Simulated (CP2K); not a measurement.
## Zn under changes of volume

One of the cells (15.330 Å³/atom); the others are scaled copies at fixed shape and fractional positions:

```
CELL_PARAMETERS angstrom
2.67000 0.00000 0.00000
-1.33500 2.31229 0.00000
0.00000 0.00000 4.96600
ATOMIC_POSITIONS crystal
Zn 0.66667 0.33333 0.75000
Zn 0.33333 0.66667 0.25000
```

```yaml
Program: CP2K 2026.2
Functional: PBEsol
Potentials_or_basis: POTENTIAL_UZH Zn GTH-PBE-q12; TZVP-MOLOPT-PBE-GTH basis
Density_cutoff: 6123 eV
k_mesh: 11 × 11 × 6
Occupations: fermi-dirac, width 0.05 eV
Spin: no spin polarisation
```

| volume (Å³/atom) | energy over the lowest point (meV/atom) | pressure (GPa) |
| --- | --- | --- |
| 14.410 | 0.00 | -0.6 |
| 14.716 | 2.84 | -2.4 |
| 15.023 | 8.89 | -3.9 |
| 15.330 | 17.74 | -5.3 |
| 15.636 | 29.03 | -6.5 |
| 15.943 | 43.46 | -7.6 |
| 16.249 | ? | ? |

**Question.** What does the run at 16.249 Å³/atom give?

**Answer.** Energy over the lowest point 58.91 meV/atom; pressure -8.5 GPa.

Worked out: A Birch-Murnaghan fit of order 3 (a polynomial in V^(-2/3)) to the other rows has its minimum at 14.26 Å³/atom, just outside them, with B0 = V·E''(V) = 74 GPa (rough, since the energies scatter) at fixed shape and positions, which overstates the stiffness. It gives 60.19 meV/atom at 16.249 Å³/atom, against the run's 58.91, and -dE/dV = -9.4 GPa, against -8.5.

Energies are extrapolated to zero smearing.

Caveats: the potentials were made for another functional, which shifts forces and pressure; the basis of atomic orbitals isn't converged, which shifts pressures, moduli and gaps.
